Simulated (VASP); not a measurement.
Wanted: the native input for a VASP 6.6.1 run.

- Task: single point
- Functional: PBEsol
- Potentials or basis: VASP PAW PBE potentials, release 64 (Sb)
- Cutoff: 520 eV
- k mesh: 8 × 8 × 8
- Occupations: fermi-dirac, width 0.05 eV
- Spin: no spin polarisation
- Ladder: free
- Further INCAR settings: ALGO = Normal; EDIFF = 1e-07; NBANDS = 8

The structure of Sb lies in POSCAR:

```
Sb
1.0
    3.1830660000     -0.0091570000     -0.0792670000
   -0.0091570000      3.1372080000     -0.0565340000
   -0.0792670000     -0.0565340000      3.1629200000
Sb
1
Direct
    0.0035030000      0.0030650000     -0.0217410000
```

This isn't the form of Sb at room conditions, which is rhombohedral.

The cell isn't the ideal one: cell strained at random at fixed volume.

One way to write it, as run:

INCAR

```
SYSTEM = Sb
PREC     = Accurate       ! precision mode
ENCUT    = 520            ! plane-wave cutoff, eV
EDIFF    = 1E-7           ! SCF threshold, eV
ISMEAR   = -1             ! smearing method
SIGMA    = 0.05           ! smearing width, eV
LREAL    = .FALSE.        ! projectors in reciprocal space
LASPH    = .TRUE.         ! aspherical terms in the spheres
NELM     = 80             ! most SCF steps
ALGO     = Normal         ! electronic algorithm
ISIF     = 2              ! what is computed and relaxed
LWAVE    = .FALSE.        ! write WAVECAR
LCHARG   = .FALSE.        ! write CHGCAR
GGA      = PS             ! functional
NBANDS   = 8              ! bands
```

KPOINTS

```
Automatic mesh
0
G
  8 8 8
  0 0 0
```

Potentials or basis: VASP PAW PBE potentials, release 64 (Sb).

The run is started by

```bash
$ cat potpaw_PBE.64/Sb/POTCAR > POTCAR
$ mpirun -np 1 vasp_std > vasp.out
```

It gave:

* Pressure: -4.7 GPa
* Band gap on the k mesh: none (metal or under the smearing width)

Caveat: the PAW data sets were made with another functional, which shifts forces and pressure a little.

It took 21 s on 1 thread of Intel(R) Xeon(R) Platinum 8259CL CPU @ 2.50GHz (Skylake/Cascade Lake), on a shared host, peak memory 0.19 GiB.
